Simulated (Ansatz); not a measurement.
**Ni: a strain scan**

This session takes Ni and sets out to strain the cell along the Voigt pattern (0, 0, 0, 1, 0, 0).

Program: Ansatz 0.2.0. Level of theory: DFT PBE, scalar-relativistic, plane waves, PAW. These are calculated values, not measurements.

## (1) Starting point

The structure is cubic, space group Fm-3m (No. 225). The conventional cell has a = 3.536 Å, b = 3.536 Å, c = 3.536 Å, α = 90.00°, β = 90.00°, γ = 90.00°. Around Ni (site symmetry m-3m) lie 12 Ni at 2.50 Å.

Structure file:

```cif
data_structure
_symmetry_space_group_name_H-M 'Fm-3m'
_symmetry_Int_Tables_number 225
_cell_length_a 3.5359
_cell_length_b 3.5359
_cell_length_c 3.5359
_cell_angle_alpha 90.000
_cell_angle_beta 90.000
_cell_angle_gamma 90.000
_cell_volume 44.21
loop_
_atom_site_label
_atom_site_type_symbol
_atom_site_symmetry_multiplicity
_atom_site_Wyckoff_symbol
_atom_site_fract_x
_atom_site_fract_y
_atom_site_fract_z
_atom_site_occupancy
Ni1 Ni 4 a 0.00000 0.00000 0.00000 1
```

No relaxation comes first: the listed cell is the starting point.

## (2) Zero of energy

Reference values: F = -5839.7292 eV; pressure -2.69 GPa; largest force 0.000 eV/Å; gap on the mesh none (metal). It was computed beforehand with the settings of the runs below.

## (3) Next: a strain scan

The cell is strained by ε times the Voigt pattern (0, 0, 0, 1, 0, 0) (xx, yy, zz, yz, xz, xy; engineering shear), with fractional coordinates fixed (clamped ions). The stress on the pattern is the sum of the stress components weighted by it, tension positive.

## (4) At ε = -0.1500

Input file input.yaml:

```yaml
crystal:
  lattice:
    - [0.0, 1.63535375, 1.63535375]
    - [1.76795, -0.13259625, 1.76795]
    - [1.76795, 1.76795, -0.13259625]
  atoms:
    - { symbol: Ni, position: [0.0, 0.0, 0.0], spin: 0.81 }
basis:
  ecutwfc: 420
kpoints:
  mp_grid: { grid: [22, 22, 22] }
hamiltonian:
  xc: pbe
scf:
  occupations: { method: gaussian, width: 0.15 }
output:
  forces: true
  stress: true
  eigenvalues: true
  populations: true
magnetization:
  spin_polarized: true
```

The run is started by

```sh
> ansatz run input.yaml --threads 1 --pin off --max-ram 2560MiB --backend cpu --events-out ev --progress --plain --runs-dir out
```

## (5) ε = 0.1125

Edit input.yaml of step 4 so:

```diff
@@ -2,5 +2,5 @@
   lattice:
-    - [0.0, 1.63535375, 1.63535375]
-    - [1.76795, -0.13259625, 1.76795]
-    - [1.76795, 1.76795, -0.13259625]
+    - [0.0, 1.8673971875, 1.8673971875]
+    - [1.76795, 0.0994471875, 1.76795]
+    - [1.76795, 1.76795, 0.0994471875]
   atoms:
```

## (6) Point ε = -0.0750

Edit input.yaml of step 5 so:

```diff
@@ -2,5 +2,5 @@
   lattice:
-    - [0.0, 1.8673971875, 1.8673971875]
-    - [1.76795, 0.0994471875, 1.76795]
-    - [1.76795, 1.76795, 0.0994471875]
+    - [0.0, 1.701651875, 1.701651875]
+    - [1.76795, -0.066298125, 1.76795]
+    - [1.76795, 1.76795, -0.066298125]
   atoms:
@@ -20,2 +20,6 @@
   populations: true
+  write_density: true
+  write_potential: true
+  elf: true
+  volumetric_format: npy
 magnetization:
```

## (7) Point ε = 0.0375

Input file input.yaml:

```yaml
crystal:
  lattice:
    - [0.0, 1.8010990625, 1.8010990625]
    - [1.76795, 0.0331490625, 1.76795]
    - [1.76795, 1.76795, 0.0331490625]
  atoms:
    - { symbol: Ni, position: [0.0, 0.0, 0.0], spin: 0.81 }
basis:
  ecutwfc: 420
kpoints:
  mp_grid: { grid: [22, 22, 22] }
hamiltonian:
  xc: pbe
scf:
  occupations: { method: gaussian, width: 0.15 }
output:
  forces: true
  stress: true
  eigenvalues: true
  populations: true
magnetization:
  spin_polarized: true
```

## (8) At ε = 0.1312

Edit input.yaml of step 7 so:

```diff
@@ -2,5 +2,5 @@
   lattice:
-    - [0.0, 1.8010990625, 1.8010990625]
-    - [1.76795, 0.0331490625, 1.76795]
-    - [1.76795, 1.76795, 0.0331490625]
+    - [0.0, 1.88392752, 1.88392752]
+    - [1.76795, 0.11597752, 1.76795]
+    - [1.76795, 1.76795, 0.11597752]
   atoms:
```

## (9) At ε = 0.0937

Edit input.yaml of step 8 so:

```diff
@@ -2,5 +2,5 @@
   lattice:
-    - [0.0, 1.88392752, 1.88392752]
-    - [1.76795, 0.11597752, 1.76795]
-    - [1.76795, 1.76795, 0.11597752]
+    - [0.0, 1.8507784575, 1.8507784575]
+    - [1.76795, 0.0828284575, 1.76795]
+    - [1.76795, 1.76795, 0.0828284575]
   atoms:
```

## (10) Point ε = 0.0562

Edit input.yaml of step 9 so:

```diff
@@ -2,5 +2,5 @@
   lattice:
-    - [0.0, 1.8507784575, 1.8507784575]
-    - [1.76795, 0.0828284575, 1.76795]
-    - [1.76795, 1.76795, 0.0828284575]
+    - [0.0, 1.817629395, 1.817629395]
+    - [1.76795, 0.049679395, 1.76795]
+    - [1.76795, 1.76795, 0.049679395]
   atoms:
```

## (11) At ε = 0.0187

Edit input.yaml of step 10 so:

```diff
@@ -2,5 +2,5 @@
   lattice:
-    - [0.0, 1.817629395, 1.817629395]
-    - [1.76795, 0.049679395, 1.76795]
-    - [1.76795, 1.76795, 0.049679395]
+    - [0.0, 1.7844803325, 1.7844803325]
+    - [1.76795, 0.0165303325, 1.76795]
+    - [1.76795, 1.76795, 0.0165303325]
   atoms:
@@ -20,2 +20,6 @@
   populations: true
+  write_density: true
+  write_potential: true
+  elf: true
+  volumetric_format: npy
 magnetization:
```

(Steps that only read results are left out.)

What does the calculation give? Wanted: slope of the stress at ε = 0, from the points at -0.0750, 0 and 0.0187.

The runs gave:

| quantity | value |
| --- | --- |
| slope of the stress at ε = 0, from the points at -0.0750, 0 and 0.0187 | 126 GPa |

What this shows: The slope of the stress at zero strain, 126 GPa, estimates C44 with clamped ions in this Cartesian frame. The step is wide, so higher orders mix in. The reference stands under -2.7 GPa, so this is no zero-stress constant. No sampled point lies below the undisturbed cell.
